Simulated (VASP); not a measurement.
Write the native input for VASP 6.6.1 that does the following.

| Property | Result |
| --- | --- |
| Task | single point |
| Functional | PBEsol |
| Potentials or basis | VASP PAW PBE potentials, release 64 (C, H, O) |
| Cutoff | 520 eV |
| k mesh | 2 × 2 × 1 |
| Occupations | fermi-dirac, width 0.05 eV |
| Spin | collinear spin, typed start |
| Starting moments | [0.0, 0.0, 0.0, 0.0, 0.0, 0.0, 0.0, 0.0, 0.0, 0.0, 0.0, 0.0, 0.0, 0.0, 0.0, 0.0, 0.0, 0.0, 1.0, 0.0, 0.0] μB |
| Dipole correction | no |
| Further INCAR settings | LREAL = Auto; ALGO = Normal; EDIFF = 1e-07; NBANDS = 62 |

The structure of HC19O lies in POSCAR:

```
HC19O
1.0
    7.3980000000      0.0000000000      0.0000000000
   -3.6990000000      6.4068560000      0.0000000000
    0.0000000000      0.0000000000     11.0000000000
C H O
19 1 1
Direct
    0.0026386147      0.0178729495      0.0702694256
    0.2246441661      0.1284385543      0.0747069777
    0.0032158185      0.3519178308      0.0773729386
    0.2252338109      0.4629421533      0.0770690064
    0.0027227812      0.6853942152      0.0702495177
    0.2246122485      0.7966871932      0.0747139271
    0.3316409118      0.0161161048      0.0800402627
    0.5585483286      0.1296034086      0.1102303209
    0.3362810204      0.3519365733      0.0772363946
    0.5597785325      0.4635811308      0.0748454793
    0.3362703684      0.6849864260      0.0773052583
    0.5597713208      0.7968020600      0.0749356198
    0.6720754941      0.0160684191      0.0804819873
    0.8914185718      0.1284197990      0.0749972195
    0.6721047372      0.3565927181      0.0802214349
    0.8915147562      0.4635813783      0.0748312178
    0.6702964410      0.6855092384      0.0702894992
    0.8919226769      0.7962524360      0.0694209544
    0.3263556636      0.2182855052      0.3633893869
    0.5567162762      0.1303493092      0.2130562906
    0.2088298208      0.2528107969      0.4079732308
```

The cell was built by a generator and needn't be a form met in nature.

The input as run:

INCAR

```
  PREC = Accurate
  ENCUT = 520
  EDIFF = 1E-7
  ISMEAR = -1
  SIGMA = 0.05
  LREAL = Auto
  LASPH = T
  NELM = 150
  ALGO = Normal
  ISIF = 2
  LWAVE = F
  LCHARG = F
  ISPIN = 2
  MAGMOM = 0 0 0 0 0 0 0 0 0 0 0 0 0 0 0 0 0 0 1 0 0
  LORBIT = 11
  GGA = PS
  NBANDS = 62
```

KPOINTS

```
regular mesh
0
Gamma
  2 2 1
```

Potentials or basis: VASP PAW PBE potentials, release 64 (C, H, O).

Launch:

```sh
$ cat potpaw_PBE.64/C/POTCAR potpaw_PBE.64/H/POTCAR potpaw_PBE.64/O/POTCAR > POTCAR
$ mpirun -np 1 vasp_std > vasp.out
```

Results of the run:

- Largest force: 1.033 eV/Å
- Band gap on the k mesh: 0.17 eV, direct
- Net moment: 1.04 μB per cell
- Site moments: C +0.05, -0.05, +0.11, -0.03, +0.12, -0.01, -0.02, +0.00; H +0.05; O +0.00 μB
- Valence electrons inside the program's atomic spheres: C 2.65, 2.63, 2.64, 2.62, 2.49; H 0.64; O 5.17

Caveat: the k mesh is coarse (spacing up to 0.49 Å⁻¹), so the values aren't converged; the standard files for N, O and F lose accuracy on very short bonds; the PAW data sets were made with another functional, which shifts forces and pressure a little.

Wall time 8.2 min on 1 thread of Intel(R) Xeon(R) 6975P-C (Granite Rapids) (shared host), peak memory 0.8 GiB.
